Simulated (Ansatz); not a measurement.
# SnO (P4/nmm) in Ansatz: further runs

One crystal, SnO, is run at these levels: PBEsol+D4; tasks: single point, equation of state.

Program: Ansatz 0.2.0. These are calculated values, not measurements. Logs are shortened: lines on timing, memory, paths and dates and some standing lists are left out, and cuts for length are marked.

### 1 Starting point

It takes space group P4/nmm (No. 129, tetragonal). The conventional cell has a = 3.814 Å, b = 3.814 Å, c = 4.887 Å, α = 90.00°, β = 90.00°, γ = 90.00°. Sn (site symmetry 4mm) has 4 O at 2.23 Å as nearest neighbours. O (site symmetry -4m2) is surrounded by 4 Sn at 2.23 Å.

The cell is a database's computed one.

### 2 Single point, PBEsol+D4, 16.70 Å³/atom (volume scaled by 0.94)

The input, input.yaml:

```yaml
crystal:
  lattice:
    - [3.7358428604, 0.0, 0.0]
    - [0.0, 3.7358428604, 0.0]
    - [0.0, 0.0, 4.7871523832]
  atoms:
    - { symbol: Sn, position: [0.5, 0.0, 0.76462614] }
    - { symbol: Sn, position: [0.0, 0.5, 0.23537386] }
    - { symbol: O, position: [0.0, 0.0, 0.0] }
    - { symbol: O, position: [0.5, 0.5, 0.0] }
hamiltonian:
  xc: pbesol
  pseudopotentials: { kind: paw }
  dispersion: d4
kpoints:
  mp_grid: { grid: [7, 7, 6] }
scf:
  occupations: { method: fermi_dirac, width: 0.05 }
output:
  forces: true
  stress: true
  eigenvalues: true
```

Potentials or basis: Ansatz PAW.

Launch:

```bash
> ansatz run input.yaml --threads 2 --pin off --max-ram 5120MiB --backend cpu --events-out ev --progress --plain --runs-dir out
```

What it wrote:

```text
Warning: RAYON_NUM_THREADS=2 ignored (pool sized by the plan → 2); use --threads N
Engine: ansatz 0.2.0, x86_64-unknown-linux-gnu
Pseudopotentials: kind: paw
Pseudopotential: Sn, paw, valence charge 14, recommended cutoff 420 eV (normal), Sn.paw.azcp
Pseudopotential: O, paw, valence charge 6, recommended cutoff 420 eV (normal), O.paw.azcp
Functional definition: PBEsol
  exchange = pbesol_x
  correlation = pbesol_c
Crystal: 4 atoms, lattice volume = 66.812 Å³
Basis set: ecut = 420 eV, 1295 PW (Γ), exchange–correlation on 50×50×64 points (8 copies of the dense FFT grid, shifted against one another)
Bands: 24, of which v1, the nominal top of the filled ones, is band 20 counted from 1 (19 counted from 0)
Symmetry: 16 space group operations
Space group: P4/nmm (ITA 129), of the structure as read, at distance tolerance 4.1e-5 Å
k-points: 40 of 294
Non-local potential: Sn, projectors of the file, l = 0: 2, l = 1: 2, l = 2: 2, l = 3: 2
Non-local potential: O, projectors of the file, l = 0: 2, l = 1: 2, l = 2: 1
PAW form: soft (Blöchl's): semilocal exchange-correlation on the pseudo side does not see the compensation charge
PAW frozen core: Sn, regenerated for the run's functional, and the local potential with it (the file was generated under x = pbe(κ = 0.804, μ = 0.2195149727645171), c = pbe(β = 0.06672455060314922))
PAW frozen core: O, regenerated for the run's functional, and the local potential with it (the file was generated under x = pbe(κ = 0.804, μ = 0.2195149727645171), c = pbe(β = 0.06672455060314922))
PAW one-centre angular grid: Sn, 590 points (default); XC on 64 Gauss nodes
PAW one-centre angular grid: O, 110 points (default); XC on 64 Gauss nodes
Initial density: superposition of atomic densities (neutral atoms: chi_scale 0, normalization atom), corrected by the library's trained network
Initial wavefunctions: pseudopotential atomic-orbital guess
Functional: x = pbesol(κ = 0.804, μ = 0.12345679012345678), c = pbesol(β = 0.046)
SCF iter   1: F=—  HF=-13022.024820 eV  |F-HF|=—  |Δ(HF+E_count)|=         —  Δρ=1.35e-2  dr2=9.65e-2  ethr=1.77e-3  ⟨swp⟩=6.0  Hψ=4355  notcnv=0
preconditioner: auto → Kerker (q_TF=auto, 2.505 Å⁻¹)  [metal: Δε(μ)=0.068 eV  Ē_g=18.292 eV  σ=0.050 eV  W_gap=0.33  n_scr=18 (ndim 8)  ℏωp=28.7 eV  f_vac=0.014  D(μ)=0.30/eV (n_scr^D=0)]
SCF iter   2: F=—  HF=-13022.001235 eV  |F-HF|=—  |Δ(HF+E_count)|=   2.36e-2  Δρ=2.16e-3  dr2=2.35e-3  ethr=2.41e-4  ⟨swp⟩=2.0  Hψ=1732  notcnv=0
preconditioner: auto → Resta (q_TF=auto, 2.505 Å⁻¹)  ε∞=3.5  [insulator: Δε(μ)=0.136 eV  Ē_g=18.332 eV  σ=0.050 eV  W_gap=0.59  n_scr=18 (ndim 8)  ℏωp=28.7 eV  f_vac=0.014  D(μ)=0.20/eV (n_scr^D=0)  ε∞_Penn≈3.5]
SCF iter   3: F=—  HF=-13022.000975 eV  |F-HF|=—  |Δ(HF+E_count)|=   2.60e-4  Δρ=1.04e-3  dr2=6.46e-4  ethr=5.88e-6  ⟨swp⟩=2.7  Hψ=1774  notcnv=0
SCF iter   4: F=—  HF=-13022.001006 eV  |F-HF|=—  |Δ(HF+E_count)|=   3.14e-5  Δρ=3.84e-4  dr2=1.10e-4  ethr=1.62e-6  ⟨swp⟩=1.1  Hψ=1037  notcnv=0
SCF iter   5: F=—  HF=-13022.001010 eV  |F-HF|=—  |Δ(HF+E_count)|=   3.81e-6  Δρ=6.87e-5  dr2=5.04e-6  ethr=2.75e-7  ⟨swp⟩=2.0  Hψ=1711  notcnv=0
SCF iter   6: F=—  HF=-13022.000979 eV  |F-HF|=—  |Δ(HF+E_count)|=   3.14e-5  Δρ=1.36e-5  dr2=1.50e-7  ethr=1.26e-8  ⟨swp⟩=2.0  Hψ=1251  notcnv=0
SCF iter   7: F=-13022.000979 eV  HF=-13022.000979 eV  |F-HF|=5.84e-9  |Δ(HF+E_count)|=   1.05e-7  Δρ=3.72e-6  dr2=8.73e-9  ethr=2.50e-10  ⟨swp⟩=6.0  Hψ=4416  notcnv=0
SCF 1 converged in 7 iterations: F = -13022.000979 eV  dr2 = 8.73e-9
SCF converged after 7 iterations
Free energy (F): -13022.000979 eV
Harris-Foulkes:  -13022.000979 eV  (|F-HF|=5.84e-9)
Internal energy: -13021.999251 eV  (E = F + TS)
E sigma→0 (E₀):  -13022.000115 eV
Entropy (-TS):   -0.001728 eV (-0.432 meV/atom)
Fermi energy:    10.806368 eV
--- Per-component energies (eV) ---
  E_band       = -165.888258
  E_kinetic    = 727.824638
  E_local      = -2620.801287  (includes V_loc(G=0)·N_el)
  E_nonlocal   = 36.863457
  E_hartree    = 1427.606614
  E_xc         = -905.400745
  E_vxc        = -382.405221  (∫ρ·V_xc dr)
  E_paw        = -8436.342394  (= ΣΔE_a)
  E_vpaw       = -782.589185  (= ΣTr[D̂ρ^β])
  E_aug_tail   = 0.004843  (compensation charges beyond the density's cutoff)
  E_ewald      = -3251.739134
  E_disp       = -0.655498  (pairwise vdW)
  E_core_change = 0.640255  (= ΣΔE_core)
  E_smearing   = -0.001728  (= −TS)
  E_closure    = 0.000000  (closes the sum)
  Σ components = -13022.000979   (vs F -13022.000979, Δ=0.00e0)
--- Forces (eV/Å), atoms counted from 1 ---
  atom   1  Sn     0.00000000     0.00000000    -1.00774057
  atom   2  Sn     0.00000000     0.00000000     1.00774057
  atom   3  O      0.00000000     0.00000000    -0.00000000
  atom   4  O      0.00000000     0.00000000    -0.00000000
  max |Σ_I F_I| component: 2.78e-16 eV/Å
--- Stress (GPa, compression-positive) ---
        5.129078       0.000000       0.000000
        0.000000       5.129078       0.000000
        0.000000       0.000000       3.233711
  P = ⅓ Tr σ = 4.4973 GPa (44.973 kbar)
--- Band table (eV; the first three rows and the last of 40) ---
  k-point 0: bands = ["-11.5660", "-10.9813", "-10.9813", "-10.9810", "-10.9129", "-10.9088", "-10.8727", "-10.8449", "-10.8208", "-10.8208", "-10.1590", "-7.0404", "2.5125", "3.7827", "3.8146", "3.8146", "6.8197", "7.1220", "7.1220", "10.7362", "12.8587", "14.8380", "15.4763", "15.4763"]
  k-point 1: bands = ["-11.5615", "-10.9858", "-10.9742", "-10.9742", "-10.9094", "-10.9083", "-10.8742", "-10.8484", "-10.8289", "-10.8289", "-10.1472", "-7.0405", "1.8795", "3.8432", "3.8432", "4.7163", "6.8033", "7.1183", "7.1183", "10.4846", "12.4542", "14.6604", "14.6604", "15.0338"]
  k-point 2: bands = ["-11.5523", "-10.9954", "-10.9569", "-10.9569", "-10.9066", "-10.9008", "-10.8780", "-10.8571", "-10.8483", "-10.8483", "-10.1235", "-7.0408", "1.2263", "3.9009", "3.9009", "6.2519", "6.7694", "7.1105", "7.1105", "9.4818", "12.2158", "13.8878", "13.8878", "14.7062"]
  k-point 39: bands = ["-11.4921", "-11.4764", "-10.9349", "-10.9275", "-10.9047", "-10.9030", "-10.8552", "-10.8528", "-10.8139", "-10.8128", "-8.1524", "-7.9960", "1.1021", "1.2645", "4.3031", "4.6308", "7.5682", "7.7995", "7.9764", "8.0490", "12.9734", "13.1690", "14.1507", "14.9659"]
```

It took 1.2 s on 2 threads of INTEL XEON PLATINUM 8581C at 2.10GHz (Emerald Rapids), shared host; peak memory 0.39 GiB.

What came out:

| Item | Value |
| --- | --- |
| Free energy | -13022.0010 eV |
| Pressure | 4.5 GPa |
| Largest force | 1.008 eV/Å |
| Band gap on the k mesh | 0.13 eV, indirect (least direct gap 1.97 eV) |

Caveat: odd divisions of the mesh miss points on the zone boundary, where band edges often lie, so the gap on the mesh can be too wide; the pressure holds a Pulay correction of +0.5 GPa for the finite cutoff; spin-orbit coupling is left out, which moves the levels of the heavy elements; the PAW data sets come from PBE, with cores solved anew for the run's functional, which leaves a small shift of forces and pressure; forces of over 1 eV/Å show positions far from the minimum, so gaps and moduli don't describe the material at rest.

### 3 Single point, PBEsol+D4, 17.06 Å³/atom (volume scaled by 0.96)

Changes to input.yaml since step 2:

```diff
@@ -2,5 +2,5 @@
   lattice:
-    - [3.7358428604, 0.0, 0.0]
-    - [0.0, 3.7358428604, 0.0]
-    - [0.0, 0.0, 4.7871523832]
+    - [3.7621524798, 0.0, 0.0]
+    - [0.0, 3.7621524798, 0.0]
+    - [0.0, 0.0, 4.8208658347]
   atoms:
```

Potentials or basis: Ansatz PAW.

Launch:

```bash
> ansatz run input.yaml --threads 2 --pin off --max-ram 5120MiB --backend cpu --events-out ev --progress --plain --runs-dir out
```

Run time: 1.4 s. Hardware: 2 threads of INTEL XEON PLATINUM 8581C at 2.10GHz (Emerald Rapids), shared host; peak memory 0.41 GiB.

It converged, with:

| Item | Value |
| --- | --- |
| Free energy | -13022.0303 eV |
| Pressure | 2.1 GPa |
| Largest force | 0.671 eV/Å |
| Band gap on the k mesh | 0.21 eV, indirect (least direct gap 1.98 eV) |

Caveat: odd divisions of the mesh miss points on the zone boundary, where band edges often lie, so the gap on the mesh can be too wide; the pressure holds a Pulay correction of +0.5 GPa for the finite cutoff; spin-orbit coupling is left out, which moves the levels of the heavy elements; the PAW data sets come from PBE, with cores solved anew for the run's functional, which leaves a small shift of forces and pressure.

### 4 Single point, PBEsol+D4, 17.41 Å³/atom (volume scaled by 0.98)

Changes to input.yaml since step 3:

```diff
@@ -2,5 +2,5 @@
   lattice:
-    - [3.7621524798, 0.0, 0.0]
-    - [0.0, 3.7621524798, 0.0]
-    - [0.0, 0.0, 4.8208658347]
+    - [3.7880991788, 0.0, 0.0]
+    - [0.0, 3.7880991788, 0.0]
+    - [0.0, 0.0, 4.8541142359]
   atoms:
```

Launch:

```bash
> ansatz run input.yaml --threads 2 --pin off --max-ram 5120MiB --backend cpu --events-out ev --progress --plain --runs-dir out
```

Wall time 1.3 s (2 threads of INTEL XEON PLATINUM 8581C at 2.10GHz (Emerald Rapids), shared host); peak memory 0.41 GiB.

The run converged. Its results:

- Free energy: -13022.0397 eV
- Pressure: 0.0 GPa
- Largest force: 0.362 eV/Å
- Band gap on the k mesh: 0.28 eV, indirect (least direct gap 1.99 eV)

Caveat: odd divisions of the mesh miss points on the zone boundary, where band edges often lie, so the gap on the mesh can be too wide; the pressure holds a Pulay correction of +0.5 GPa for the finite cutoff; spin-orbit coupling is left out, which moves the levels of the heavy elements; the PAW data sets come from PBE, with cores solved anew for the run's functional, which leaves a small shift of forces and pressure.

### 5 Single point, PBEsol+D4, 17.77 Å³/atom

Changes to input.yaml since step 4:

```diff
@@ -2,5 +2,5 @@
   lattice:
-    - [3.7880991788, 0.0, 0.0]
-    - [0.0, 3.7880991788, 0.0]
-    - [0.0, 0.0, 4.8541142359]
+    - [3.81369522, 0.0, 0.0]
+    - [0.0, 3.81369522, 0.0]
+    - [0.0, 0.0, 4.8869133]
   atoms:
@@ -22 +22,5 @@
   eigenvalues: true
+  write_density: true
+  write_potential: true
+  elf: true
+  volumetric_format: npy
```

Launch:

```bash
> ansatz run input.yaml --threads 2 --pin off --max-ram 5120MiB --backend cpu --events-out ev --progress --plain --runs-dir out
```

Wall time 1.7 s (2 threads of INTEL XEON PLATINUM 8581C at 2.10GHz (Emerald Rapids), shared host); peak memory 0.42 GiB.

It converged, with:

| Item | Value |
| --- | --- |
| Free energy | -13022.0314 eV |
| Pressure | -1.9 GPa |
| Largest force | 0.078 eV/Å |
| Band gap on the k mesh | 0.35 eV, indirect (least direct gap 1.99 eV) |

Caveat: odd divisions of the mesh miss points on the zone boundary, where band edges often lie, so the gap on the mesh can be too wide; the pressure holds a Pulay correction of +0.5 GPa for the finite cutoff; spin-orbit coupling is left out, which moves the levels of the heavy elements; the PAW data sets come from PBE, with cores solved anew for the run's functional, which leaves a small shift of forces and pressure.

### 6 Single point, PBEsol+D4, 18.12 Å³/atom (volume scaled by 1.02)

Changes to input.yaml since step 5:

```diff
@@ -2,5 +2,5 @@
   lattice:
-    - [3.81369522, 0.0, 0.0]
-    - [0.0, 3.81369522, 0.0]
-    - [0.0, 0.0, 4.8869133]
+    - [3.8389522158, 0.0, 0.0]
+    - [0.0, 3.8389522158, 0.0]
+    - [0.0, 0.0, 4.9192779074]
   atoms:
```

Potentials or basis: Ansatz PAW.

Launch:

```bash
> ansatz run input.yaml --threads 2 --pin off --max-ram 5120MiB --backend cpu --events-out ev --progress --plain --runs-dir out
```

It took 1.7 s on 2 threads of INTEL XEON PLATINUM 8581C at 2.10GHz (Emerald Rapids), shared host; peak memory 0.42 GiB.

Results (log left out):

```
Free energy            : -13022.0073 eV
Pressure               : -3.6 GPa
Largest force          : 0.186 eV/Å
Band gap on the k mesh : 0.42 eV, indirect (least direct gap 1.99 eV)
```

Caveat: odd divisions of the mesh miss points on the zone boundary, where band edges often lie, so the gap on the mesh can be too wide; the pressure holds a Pulay correction of +0.5 GPa for the finite cutoff; spin-orbit coupling is left out, which moves the levels of the heavy elements; the PAW data sets come from PBE, with cores solved anew for the run's functional, which leaves a small shift of forces and pressure.

### 7 Single point, PBEsol+D4, 18.48 Å³/atom (volume scaled by 1.04)

Changes to input.yaml since step 6:

```diff
@@ -2,5 +2,5 @@
   lattice:
-    - [3.8389522158, 0.0, 0.0]
-    - [0.0, 3.8389522158, 0.0]
-    - [0.0, 0.0, 4.9192779074]
+    - [3.8638811754, 0.0, 0.0]
+    - [0.0, 3.8638811754, 0.0]
+    - [0.0, 0.0, 4.9512221655]
   atoms:
```

Launch:

```bash
> ansatz run input.yaml --threads 2 --pin off --max-ram 5120MiB --backend cpu --events-out ev --progress --plain --runs-dir out
```

Wall time 1.8 s (2 threads of INTEL XEON PLATINUM 8581C at 2.10GHz (Emerald Rapids), shared host); peak memory 0.4 GiB.

The run converged. Its results:

| Item | Value |
| --- | --- |
| Free energy | -13021.9687 eV |
| Pressure | -5.1 GPa |
| Largest force | 0.431 eV/Å |
| Band gap on the k mesh | 0.48 eV, indirect (least direct gap 1.97 eV) |

Caveat: odd divisions of the mesh miss points on the zone boundary, where band edges often lie, so the gap on the mesh can be too wide; the pressure holds a Pulay correction of +0.5 GPa for the finite cutoff; spin-orbit coupling is left out, which moves the levels of the heavy elements; the PAW data sets come from PBE, with cores solved anew for the run's functional, which leaves a small shift of forces and pressure.

### 8 Single point, PBEsol+D4, 18.84 Å³/atom (volume scaled by 1.06)

Changes to input.yaml since step 7:

```diff
@@ -2,5 +2,5 @@
   lattice:
-    - [3.8638811754, 0.0, 0.0]
-    - [0.0, 3.8638811754, 0.0]
-    - [0.0, 0.0, 4.9512221655]
+    - [3.8884925471, 0.0, 0.0]
+    - [0.0, 3.8884925471, 0.0]
+    - [0.0, 0.0, 4.9827594627]
   atoms:
```

Launch:

```bash
> ansatz run input.yaml --threads 2 --pin off --max-ram 5120MiB --backend cpu --events-out ev --progress --plain --runs-dir out
```

Wall time 1.8 s (2 threads of INTEL XEON PLATINUM 8581C at 2.10GHz (Emerald Rapids), shared host); peak memory 0.42 GiB.

It converged, with:

```yaml
Free_energy: -13021.9175 eV
Pressure: -6.5 GPa
Largest_force: 0.658 eV/Å
Band_gap_on_the_k_mesh: 0.55 eV, indirect (least direct gap 1.94 eV)
```

Caveat: odd divisions of the mesh miss points on the zone boundary, where band edges often lie, so the gap on the mesh can be too wide; the pressure holds a Pulay correction of +0.4 GPa for the finite cutoff; spin-orbit coupling is left out, which moves the levels of the heavy elements; the PAW data sets come from PBE, with cores solved anew for the run's functional, which leaves a small shift of forces and pressure.

### 9 Equation of state, PBEsol+D4

Potentials or basis: Ansatz PAW.

No new run: the results of the series are fitted here.

What came out:

- Equilibrium volume: 17.42 Å³/atom
- Bulk modulus at fixed shape and positions: 98 GPa
- Pressure derivative of the bulk modulus: 4.3

Energy against volume, from the lowest point:
```
volume (Å³/atom)  energy (meV/atom)
          16.703               9.68
          17.058               2.36
          17.414               0.00
          17.769               2.06
          18.125               8.10
          18.480              17.76
          18.835              30.55
```

Caveat: the cell was scaled at fixed shape and fractional positions, which overstates the stiffness of a crystal with free parameters, most of all of layers and chains.
